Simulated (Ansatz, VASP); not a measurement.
## Al27TeN26 (Te_N): VASP beside Ansatz

Wanted: the spread between two codes on one cell, functional and k mesh. The cell is taken from a series of runs on this material, whose earlier steps may have relaxed, scaled, displaced or heated it; both programs get it as it stands.

Program: Ansatz 0.2.0. Level of theory: plane waves, with VASP 6.6.1 beside it; single point at r2SCAN. Results are calculated unless marked as measured.

## 1. The starting structure

The cell holds 54 atoms: 27 Al, 26 N and 1 Te. Its edges and angles: a = 9.269 Å, b = 9.269 Å, c = 9.269 Å, α = 60.0°, β = 60.0°, γ = 60.0°. It derives from AlN (AlN (F-43m)). Nearest the centre at fractional (0.417, 0.417, 0.417): Te54 at 0.06 Å, Al15 at 2.33 Å, Al23 at 2.34 Å, Al14 at 2.34 Å, Al17 at 2.48 Å, N43 at 3.13 Å, N35 at 3.14 Å, N42 at 3.14 Å.

Coordinates:

```xyz
54
Lattice="0.0000 6.5542 6.5542 6.5542 0.0000 6.5542 6.5542 6.5542 0.0000" Properties=species:S:1:pos:R:3 pbc="T T T"
Al    6.5598   13.0883    6.5659
Al    8.6302    2.2859    6.6687
Al    4.3817   10.9117    6.5634
Al    8.7428   13.0714    8.7484
Al    4.3954    8.7289    8.7505
Al    6.5458    4.3687    2.1820
Al   10.9331   13.0941   10.9390
Al    6.5605    8.7386   10.9174
Al    8.7354   10.9137   10.9131
Al    6.6627    2.2861    8.6358
Al    8.6289    4.2491    8.6347
Al   10.9060    6.5631    8.7230
Al    8.7445    8.7293    4.4016
Al    4.0858    4.1493    4.0918
Al    6.7654    6.8279    4.0974
Al   10.9115    8.7389    6.5662
Al    6.8904    4.0269    6.8963
Al    8.7354    6.5600    6.5644
Al    6.5573   10.9117    4.3876
Al    8.7169    6.5632   10.9119
Al   10.9063    8.7496   10.9121
Al    8.7302   10.9231    6.5516
Al    4.0915    6.8283    6.7713
Al    6.5465    8.7400    6.5524
Al   10.9071   10.9141    8.7410
Al    6.5583    6.5601    8.7414
Al    8.7327    8.7355    8.7386
N     1.1102    0.9738    1.1167
N     3.3927    3.2525    1.1090
N     5.4565    5.4636    1.0999
N     3.2829    1.0838    3.2890
N     5.4585    3.2362    3.2458
N     7.6833    5.4622    3.2413
N     5.4690    1.0946    5.4750
N     7.6818    3.2473    5.3631
N     9.8303    5.4556    5.4710
N     1.1029    3.2525    3.3986
N     3.1751    5.4521    3.1811
N     5.4680    7.7402    3.1873
N     3.2398    3.2367    5.4646
N     7.6876    7.6859    5.4675
N     5.3572    3.2481    7.6872
N     7.6742    5.5621    7.6803
N     9.8229    7.6528    7.6398
N     1.0937    5.4638    5.4622
N     3.1809    7.7404    5.4743
N     5.4579    9.8269    5.4638
N     3.2356    5.4626    7.6885
N     5.4615    7.6858    7.6936
N     7.6411    9.8334    7.6468
N     5.4648    5.4558    9.8360
N     7.6340    7.6527    9.8289
N     9.8197    9.8380    9.8256
Te    5.4923    5.4246    5.4987
```

## 2. Ansatz: single point, r2SCAN

Ansatz runs on its PAW soft_1 files.

A single point gives forces, pressure and levels at one fixed geometry, so differences don't come from the geometry; what else differs is listed under the comparison.

The input, input.yaml:

```yaml
crystal:
  checkpoint: "../qm1.relax.run"
  host: checkpoint
basis:
  ecutwfc: 500
  xc_grid: 2
hamiltonian:
  xc: r2scan
  pseudopotentials: { kind: paw, azcp: { folder: soft_1 } }
kpoints:
  mp_grid: { grid: [2, 2, 2], shift: [0.5, 0.5, 0.5] }
scf:
  occupations: { method: fermi_dirac, width: 0.01 }
  max_iter: 100
output:
  forces: true
  eigenvalues: true
  charged_corrections: { defect_position: [0.416667, 0.416667, 0.416667] }
checkpoint:
  read: "../qm1.relax.run"
  write: "../qm1.point_neutral.run"
  compress: false
  write_wavefunctions: false
  write_every: 100000
magnetization:
  spin_polarized: true
  initial_magnetization: 1
  spin_locking: { lock_magnetization: hard }
```

Run with:

```bash
> ansatz run input.yaml --threads 4 --pin off --max-ram 7536MiB --backend cpu --events-out ev --progress --plain --runs-dir out
```

Numbers of over 12 decimals in the logs are rounded to 6 here.

The program printed:

```text
Warning: This run holds its total moment fixed (magnetization.spin_locking.lock_magnetization: hard) and mixes its density by anderson or broyden (scf.mixing.algorithm, typed or taken by auto). Slabs with a fixed moment have converged under broyden above another state at the same moment, at the default mixing steps and at smaller ones, and under scf.lower_state_search: standard, light or off a state that such a mixer [...]
checkpoint.read: neither the saved density nor the saved orbitals are used: the state is of another total charge, and does not settle where this run's electrons and spins go. The run starts from its atoms. Which states do: the manual's quickstart, A charge series.
crystal.checkpoint: the structure is that of <dir>, a `relax` run, at its step 9: its result, under r2scan at a charge of -1 e; 54 atoms read, 0 with a starting moment; this deck's charge is 0 e; no density is read with it (checkpoint.read); crystal.structure_sha256 for this input is
Engine: ansatz 0.2.0, x86_64-unknown-linux-gnu
Pseudopotentials: kind: paw
Pseudopotential: Al, paw, valence charge 3, recommended cutoff 500 eV (meta_gga), soft_1/Al.paw.azcp
Pseudopotential: N, paw, valence charge 5, recommended cutoff 500 eV (meta_gga), soft_1/N.paw.azcp
Pseudopotential: Te, paw, valence charge 16, recommended cutoff 500 eV (meta_gga), soft_1/Te.paw.azcp
Functional definition: r2SCAN
  parameter k0 = 0.174
  parameter k1 = 0.065
  parameter a1 = 4.9479
  exchange = r2scan_x(k0 = k0, k1 = k1, a1 = a1)
  correlation = r2scan_c
Crystal: 54 atoms, lattice volume = 563.102 Å³
Basis set: ecut = 500 eV, 14331 PW (Γ), exchange–correlation on 144×144×144 points (8 copies of the dense FFT grid, shifted against one another)
Bands: 168, of which v1, the nominal top of the filled ones, is band 114 counted from 1 (113 counted from 0)
Symmetry: 1 space group operations
Space group: P1 (ITA 1), of the structure as read, at distance tolerance 8.3e-5 Å
Magnetic group: BNS 1.1 (UNI 1), of the structure as read, at distance tolerance 8.3e-5 Å
k-points: 4 of 8 (time reversal used)
Non-local potential: Al, projectors of the file, l = 0: 2, l = 1: 2, l = 2: 1
Non-local potential: N, projectors of the file, l = 0: 2, l = 1: 2, l = 2: 1
Non-local potential: Te, projectors of the file, l = 0: 2, l = 1: 2, l = 2: 2, l = 3: 1
PAW form: soft (Blöchl's): semilocal exchange-correlation on the pseudo side does not see the compensation charge
PAW frozen core: Al, regenerated for the run's functional (the file was generated under x = pbe(κ = 0.804, μ = 0.219515), c = pbe(β = 0.066725))
PAW frozen core: N, regenerated for the run's functional (the file was generated under x = pbe(κ = 0.804, μ = 0.219515), c = pbe(β = 0.066725))
PAW frozen core: Te, regenerated for the run's functional (the file was generated under x = pbe(κ = 0.804, μ = 0.219515), c = pbe(β = 0.066725))
PAW one-centre angular grid: Al, 302 points (default); XC on 160 Gauss nodes
PAW one-centre angular grid: N, 302 points (default); XC on 160 Gauss nodes
PAW one-centre angular grid: Te, 590 points (default); XC on 160 Gauss nodes
Initial density: superposition of atomic densities (chi_scale 0.1, normalization cell, long waves kept (reshape's long-wave potential 0.28 eV rms))
Starting moments: Σ|m| = 1 μB on 54 of 54 sites
Initial wavefunctions: pseudopotential atomic-orbital guess
Functional: x = r2scan, c = r2scan; τ floored in thin density (d = 2e-4 eV/Å³)
SCF iter   1: F=—  HF=-31692.947279 eV  |F-HF|=—  |Δ(HF+E_count)|=         —  Δρ=6.61e-2 (↑6.61e-2 ↓6.61e-2)  dr2=1.20e2  dr2_τ=3.56e0  dr2_m=1.24e-1  M=1.000 μB ∫|m|=1.008 μB  β_m=1.20  ethr=3.10e-3  ⟨swp⟩=6.0  Hψ=6132  notcnv=0  defer=236
preconditioner: auto → Resta (q_TF=auto, 2.345 Å⁻¹)  ε∞=3.3  [insulator: Δε(μ)=1.686 eV  Ē_g=15.053 eV  σ=0.010 eV  W_gap=1.00  n_scr=112 (ndim 8)  ℏωp=23.1 eV  f_vac=0.000  D(μ)=0.00/eV (n_scr^D=0)  ε∞_Penn≈3.3]
spin=Collinear: Resta preconditioning applied to the charge; magnetization (m = ρ↑ − ρ↓) channel mixes plain (no charge-response kernel on spin).
SCF iter   2: F=—  HF=-31670.403992 eV  |F-HF|=—  |Δ(HF+E_count)|=    2.25e1  Δρ=3.45e-2 (↑3.45e-2 ↓3.44e-2)  dr2=3.31e1  dr2_τ=2.70e-1  dr2_m=1.71e-3  M=1.000 μB ∫|m|=1.097 μB  β_m=1.20  ethr=3.10e-3  ⟨swp⟩=3.0  Hψ=2503  notcnv=0  defer=393  κ⁻¹=1.0e0(r=1)
[...]
atom  10  N      0.03947437    -0.02543568    -0.13600658
  atom  11  Al     0.03745982     0.02994479    -0.00726288
  atom  12  N     -0.03259061    -0.12533360    -0.04417640
  atom  13  Al     0.06106017     0.04440252     0.06302254
  atom  14  N      0.06756606     0.07395317     0.06659525
  atom  15  Al    -0.35623665    -0.33094253    -0.13835267
  atom  16  N     -0.00865758    -0.19265204     1.55969669
  atom  17  Al     0.40407692     0.42903312    -0.14622315
  atom  18  N     -0.15963371    -0.15212189     0.08637731
  atom  19  Al    -1.45963532    -1.54001230     1.57984864
  atom  20  N      0.01584133     0.11066917    -1.65096901
  atom  21  Al     1.52888050     1.48960214     1.53421352
  atom  22  N     -0.12719343    -0.13623923    -0.12777124
  atom  23  Al     0.06469107     0.01551386     0.09073951
  atom  24  N      0.02505542     0.10197301    -0.21093508
  atom  25  Al     0.35843269    -0.35884206     0.25335737
  atom  26  N     -0.13816123    -0.03276470     0.03725339
  atom  27  Al     0.10505453     0.11119596     0.09980080
  atom  28  Te     0.03036229    -0.09580616     0.01655537
  atom  29  Al     0.06871038     0.00220350     0.07301297
  atom  30  N     -0.07120552    -0.01635556    -0.00811855
  atom  31  Al    -0.14118724    -0.33249201    -0.35159744
  atom  32  N      1.55658032    -0.20529775    -0.00114242
  atom  33  Al    -1.59894415     1.63136578    -1.60740030
[...]
atom  47  Al     0.05035777     0.07489964     0.05036426
  atom  48  N     -0.01392753    -0.03751308    -0.01288338
  atom  49  Al    -0.14754111     0.42589565     0.40695724
  atom  50  N      0.09003917    -0.15531175    -0.15632924
  atom  51  Al    -0.36383909     0.22405472     0.38615158
  atom  52  N     -0.00455572     0.04618634    -0.11614277
  atom  53  Al     0.00785166     0.05264639     0.00769901
  atom  54  N     -0.06601883    -0.02470264    -0.07046351
  max |Σ_I F_I| component: 1.24e-2 eV/Å
--- Band table (eV; the first three rows and the last of 8) ---
  k-point 0 ↑: bands = [... 110 lower, 7.9265, 8.2808, 8.4465, 9.0240, 11.9081, 12.1471, 12.3776, 12.7845, ... 50 higher]
  k-point 1 ↑: bands = [... 110 lower, 7.5694, 8.0118, 8.2765, 9.1709, 11.6440, 12.3086, 12.6476, 13.0348, ... 50 higher]
  k-point 2 ↑: bands = [... 110 lower, 7.6103, 8.0459, 8.0792, 9.1761, 11.6398, 12.3948, 12.5624, 12.8745, ... 50 higher]
  k-point 3 ↓: bands = [... 110 lower, 7.5806, 8.0230, 8.3170, 10.7848, 11.7923, 12.3270, 12.7031, 13.0597, ... 50 higher]
```

## 3. VASP: single point, r2SCAN

The same cell, functional, mesh and smearing now go to VASP, with its own data sets.

Lines of VASP's logs that name or quote its potential files are left out, and so is its time.

The input, INCAR:

```
SYSTEM = Al27TeN26
PREC = Accurate
ENCUT = 580
EDIFF = 1E-06
NELM = 200
ISMEAR = -1
SIGMA = 0.01
LREAL = Auto
ALGO = Normal
METAGGA = R2SCAN
LASPH = .TRUE.
NBANDS = 152
ISPIN = 2
MAGMOM = 0 0.01 0 0 0 0 0 0 0 0.01 0.01 0 0 0 0 0 0.04 0 0 0 0 0 0 0 0 0 -0 0.05 0.05 0 0 0 0 -0 0.05 -0 0.05 0 0 0 0 0.05 0.05 0 0 0 0 0 0 0 -0 0 0 0
LORBIT = 11
LWAVE = .FALSE.
LCHARG = .FALSE.
ISIF = 2
ISYM = 0
NUPDOWN = 1
GGA_COMPAT = .FALSE.
LMIXTAU = .TRUE.
KPAR = 4
```

The input, POSCAR:

```
Al27TeN26
1.0
    0.0000000000      6.5541898631      6.5541898631
    6.5541898631      0.0000000000      6.5541898631
    6.5541898631      6.5541898631      0.0000000000
Al N Te
27 26 1
Direct
    0.9989323350      0.0028570774      0.9980051886
    0.0247446996      0.9927325400      0.3240180473
    0.9988544406      0.0025520128      0.6659897240
    0.9976079863      0.3371759363      0.9967558560
    0.9981402736      0.3369628311      0.3336682308
    0.0003723790      0.3325370070      0.6661830198
    0.9993619163      0.6696479981      0.9984544182
    0.9990099371      0.6666961124      0.3342683799
    0.9987048846      0.6663508201      0.6664453403
    0.3249207241      0.9926830001      0.0238727810
    0.3245908527      0.9928381815      0.3237107169
    0.3341437078      0.9967614392      0.6672174044
    0.3346241463      0.3369523849      0.9972368564
    0.3169946797      0.3073022449      0.3160813689
    0.3173458659      0.3078061019      0.7244191517
    0.3351725446      0.6666613210      0.9981516643
    0.3076574035      0.7445448080      0.3067473883
    0.3348246581      0.6667353845      0.6660644157
    0.6669051529      0.0025362532      0.9979441100
    0.6681387326      0.9967416129      0.3332302002
    0.6679209343      0.9969846648      0.6670404026
    0.6670911354      0.3325099958      0.9994979678
    0.7253480532      0.3077825344      0.3164678641
    0.6671973314      0.3325287459      0.6662964829
    0.6673670771      0.6662857028      0.9978487130
    0.6669931636      0.6667123126      0.3339093660
    0.6668557638      0.6664218822      0.6659575096
    0.0747802756      0.0956017457      0.0737923796
    0.0739135647      0.0952955018      0.4223415087
    0.0844504899      0.0833700166      0.7491466434
    0.0831492963      0.4186722716      0.0822088755
    0.0780711171      0.4171478487      0.4156847962
    0.0778356479      0.4167071308      0.7555608470
    0.0839668711      0.7513810766      0.0830421566
    0.0708445061      0.7474277631      0.4246154502
    0.0836360561      0.7511044568      0.7487403547
    0.4232585007      0.0952762019      0.0729913604
    0.4163799751      0.0689702859      0.4154620077
    0.4164861627      0.0698181908      0.7644610201
    0.4166367338      0.4171175194      0.0771991302
    0.4169710853      0.4172325204      0.7556958864
    0.4255454337      0.7473298183      0.0700381864
    0.4247824253      0.7470312778      0.4238511453
    0.4172731427      0.7483697166      0.7503465407
    0.7500745500      0.0833230307      0.0835531296
    0.7654514414      0.0697808882      0.4155399747
    0.7501129320      0.0835217182      0.7492144683
    0.7564236933      0.4166461281      0.0770231233
    0.7566076465      0.4172369152      0.4160468646
    0.7506009085      0.4161084256      0.7497222494
    0.7496742346      0.7510416751      0.0827392970
    0.7512466819      0.7483922772      0.4163533255
    0.7509591431      0.7481705393      0.7500674416
    0.4143181835      0.4246488228      0.4133362810
```

The input, KPOINTS:

```
Points of the shifted mesh
8
Reciprocal
 0.2500000000  0.2500000000  0.2500000000 1
 0.2500000000  0.2500000000  0.7500000000 1
 0.2500000000  0.7500000000  0.2500000000 1
 0.2500000000  0.7500000000  0.7500000000 1
 0.7500000000  0.2500000000  0.2500000000 1
 0.7500000000  0.2500000000  0.7500000000 1
 0.7500000000  0.7500000000  0.2500000000 1
 0.7500000000  0.7500000000  0.7500000000 1
```

Potentials, in the order of the species: Al, N and Te (PBE family, release 64).

Run with:

```bash
> mpirun -np 8 vasp_std
```

The program printed:

```text
[banner, memory and clock lines left out]
running    8 mpi-ranks, on    1 nodes
[...]
|                                                                             |
|           W    W    AA    RRRRR   N    N  II  N    N   GGGG   !!!           |
|           W    W   A  A   R    R  NN   N  II  NN   N  G    G  !!!           |
|           W    W  A    A  R    R  N N  N  II  N N  N  G       !!!           |
|           W WW W  AAAAAA  RRRRR   N  N N  II  N  N N  G  GGG   !            |
|           WW  WW  A    A  R   R   N   NN  II  N   NN  G    G                |
|           W    W  A    A  R    R  N    N  II  N    N   GGGG   !!!           |
|                                                                             |
|     For optimal performance we recommend to set                             |
|       NCORE = 2 up to number-of-cores-per-socket                            |
|     NCORE specifies how many cores store one orbital (NPAR=cpu/NCORE).      |
|     This setting can greatly improve the performance of VASP for DFT.       |
[...]
|                                                                             |
|     You enforced a specific xc type in the INCAR file but a different       |
|     [... a line on the potential file left out ...]
|     I HOPE YOU KNOW WHAT YOU ARE DOING!                                     |
|                                                                             |

 LDA part: xc-table for (None), standard interpolation
 POSCAR, INCAR and KPOINTS ok, starting setup
[...]
entering main loop
       N       E                     dE             d eps       ncg     rms          rms(c)
DAV:   1     0.846282394358E+03    0.84628E+03   -0.11026E+05  4864   0.145E+03
DAV:   2    -0.526720372890E+03   -0.13730E+04   -0.13070E+04  5952   0.292E+02
DAV:   3    -0.636518115855E+03   -0.10980E+03   -0.10880E+03  5896   0.892E+01
DAV:   4    -0.638201190657E+03   -0.16831E+01   -0.16779E+01  5752   0.115E+01
[...]
DAV:  21    -0.523312191556E+03   -0.22449E-05   -0.17099E-06  3488   0.451E-03    0.284E-03
DAV:  22    -0.523312193121E+03   -0.15654E-05   -0.13589E-06  2832   0.429E-03    0.576E-03
DAV:  23    -0.523312192741E+03    0.38007E-06   -0.17802E-07  2816   0.189E-03
   1 F= -.52331219E+03 E0= -.52331219E+03  d E =-.273335E-11  mag=     1.0000
```

From OUTCAR (step 3):

```text
  FREE ENERGIE OF THE ION-ELECTRON SYSTEM (eV)
  ---------------------------------------------------
  free  energy   TOTEN  =      -523.3121927408 eV

  energy  without entropy=     -523.3121927408  energy(sigma->0) =     -523.31219274

 magnetization (x)
# of ion       s       p       d       tot
------------------------------------------
    1        0.000   0.001   0.000   0.001
    2        0.000   0.013   0.000   0.013
    3        0.000   0.001   0.000   0.001
    4        0.000   0.002   0.000   0.002
    5        0.000   0.001   0.000   0.002
    6        0.000  -0.000   0.000  -0.000
    7        0.000   0.000   0.000   0.000
    8        0.000   0.001   0.000   0.002
    9        0.000   0.001   0.000   0.002
   10        0.000   0.013   0.000   0.013
   11        0.001   0.013   0.000   0.014
   12        0.000   0.000   0.000   0.000
   13        0.000   0.001   0.000   0.002
[...]
--------------------------------------------------
tot          0.063   0.362   0.000   0.424
```

The run ends at a pressure of 9.41 GPa, with forces up to 2.8 eV/Å.

## 4. Comparison

Known differences besides the potentials themselves: VASP starts from the moments at which Ansatz ended; VASP keeps PBE cores, Ansatz makes them for the functional; the data sets hold 227 valence electrons in Ansatz (on its PAW soft_1 files) and 217 in VASP; the cutoff is 500 eV in Ansatz and 580 eV in VASP (PREC = Accurate, projectors in real space); site moments are counted in spheres of each program's own size. Total energies have different zeros and are not compared.

Compared:

```csv
quantity,Ansatz,VASP,difference
"total moment, fixed by the input (μB)",1.00,1.00,0.00
moment on Al17 (μB),0.04,0.06,-0.02
```

Forces on 9 of the 54 atoms, those with the largest forces and the largest differences (eV/Å; atoms numbered as in POSCAR):

```csv
atom,"Ansatz x, y, z","VASP x, y, z"
Al2,"1.571, -1.539, -1.456","1.572, -1.541, -1.448"
Al10,"-1.460, -1.540, 1.580","-1.453, -1.544, 1.583"
Al11,"1.529, 1.490, 1.534","1.529, 1.481, 1.534"
Al13,"0.358, -0.359, 0.253","0.359, -0.358, 0.241"
Al14,"0.105, 0.111, 0.100","0.099, 0.099, 0.095"
Al17,"-1.599, 1.631, -1.607","-1.592, 1.623, -1.600"
N29,"-1.650, 0.108, 0.014","-1.662, 0.109, 0.012"
N37,"0.016, 0.111, -1.651","0.015, 0.110, -1.663"
N43,"0.126, -1.612, 0.124","0.126, -1.617, 0.123"
```

The forces differ by 4.6 meV/Å r.m.s., which is 0.8 % of the r.m.s. force of 0.548 eV/Å (both taken over all components).

## 5. Summary of results

```
r.m.s. force difference (single point, r2SCAN) : 0.85 % of the r.m.s. force
```

What this shows: The r.m.s. force difference is 0.85 % of the r.m.s. force (single point, r2SCAN), within the 3 % picked in this series as the mark of a large difference. The data sets hold unlike numbers of valence electrons (227 in Ansatz and 217 in VASP), so part of the differences comes from the potentials. Such differences can come from data sets, numerical settings and the points named under the comparisons, not from the functional's error against experiment.

[Lines on the potential files, build, host, timing and source positions are cut from VASP's logs without a mark.]

[Logs are printed without paths, hosts, clocks, repeated set-up lines and the standing remarks that a program may print on its own settings, such as how far it seeks lower states.]

[Hosts, paths, dates, database ids (printed as entryN), source tags and the programs' standing remarks are cut or masked in the printed files.]
